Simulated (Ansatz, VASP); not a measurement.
One calculation of Sb, two programs

```
Sb
1.0
     2.18775    1.26310    3.84284
    -2.18775    1.26310    3.84284
     0.00000   -2.52619    3.84284
Sb
2
Direct
  0.23276 0.23276 0.23276
  0.76724 0.76724 0.76724
```

Alike in both runs: functional PBE; k mesh 12 × 12 × 12; occupations gaussian, width 0.1 eV; no spin polarisation.

Ansatz relaxed the structure, and its values are those at the end. VASP's run is a single point on that final structure, the one shown.

|  | VASP | Ansatz |
| --- | --- | --- |
| version | VASP 6.6.1 | Ansatz 0.2.0 |
| potentials or method | VASP PAW PBE potentials, release 64 (Sb) | scalar-relativistic, plane waves, PAW |
| plane-wave cutoff (eV) | 520 | 420 |
| valence electrons in the cell | 10 | 30 |

VASP gave:

* gap on the k mesh at the Fermi level (eV): none
* pressure (GPa): 0.0
* rms of the force components (eV/Å): 0.020

**Question.** Estimate Ansatz's values.

**Answer.** gap on the k mesh at the Fermi level (eV): none; pressure (GPa): 0.0; rms of the force components (eV/Å): 0.001.

A gap of «none» marks a metal or a gap that the smearing closes. The two sets of potentials don't hold the same shells in valence.

The runs have no spin-orbit coupling, so splittings on Sb are missing.
